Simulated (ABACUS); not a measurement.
The system is Ho.

```
Ho
1.0
     0.00000    2.49425    2.49425
     2.49425    0.00000    2.49425
     2.49425    2.49425    0.00000
Ho
1
Direct
  0.00000 0.00000 0.00000
```

This isn't the form of Ho at room conditions, which is hcp.

* Program: ABACUS 3.10.1
* Task: single point
* Functional: PBE
* Potentials or basis: PseudoDojo NC SR 0.4.1 PBE standard, lanthanides 3+ (f in core)
* Cutoff: 680 eV
* Density cutoff: 2721 eV
* Basis: plane waves
* k mesh: 9 × 9 × 9
* Occupations: fermi-dirac, width 0.05 eV
* Spin: collinear spin, ferromagnetic start
* Starting moments: [1.0] μB

On this cell: net moment 0.00 μB per cell; band gap on the k mesh none (metal or under the smearing width).

The same run follows on a disturbed copy (cell strained at random at fixed volume):

```xyz
1
Lattice="-0.0375 2.5099 2.5005 2.4459 0.0298 2.4333 2.5166 2.5134 -0.0410" Properties=species:S:1:pos:R:3 pbc="T T T"
Ho    0.0149    0.0442   -0.0152
```

Task: What does the disturbed cell give?

Result: The energy (extrapolated to zero smearing) moves by +6.5 meV/atom; net moment 0.00 μB per cell; band gap on the k mesh none (metal or under the smearing width).

Caveats: the magnetic or orbital state may not be the lowest; all typed moments are zero, and the program then starts from 1 μB on every atom; spin-orbit coupling is left out, which moves the levels of the heavy elements; the 4f electrons are frozen in the core as for a trivalent ion, so they carry no moment and show no levels.
